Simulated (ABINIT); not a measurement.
Runs of ABINIT 10.8.3 (patched build) on CaO. Symmetry: Fm-3m, No. 225, cubic system. Conventional cell: a = 4.807 Å, b = 4.807 Å, c = 4.807 Å, α = 90.00°, β = 90.00°, γ = 90.00°. Ca (site symmetry m-3m) is surrounded by 6 O at 2.40 Å. O (site symmetry m-3m) is surrounded by 6 Ca at 2.40 Å. The cell is a database's computed one.

```tsv
task	level	k mesh	gap on the mesh (eV)	pressure (GPa)
band structure	rPW86PBE	10 × 10 × 10	3.66	(a)
band structure	PBEsol	10 × 10 × 10	3.55	-2.8
band structure	BP86	10 × 10 × 10	3.67	1.0
single point	PBEsol	6 × 6 × 6	3.55	-2.8
```

Alike in all rows: potentials or basis JTH PAW PBE v2.0; no spin polarisation; cell as given; cutoff (eV) 626; smearing fermi-dirac 0.05 eV.

**Question.** Estimate the missing entries.

**Answer.** (a) 3.6.

Caveats: the PAW data sets were made with another functional, which shifts forces and pressure a little.

A k mesh can miss the band edges.
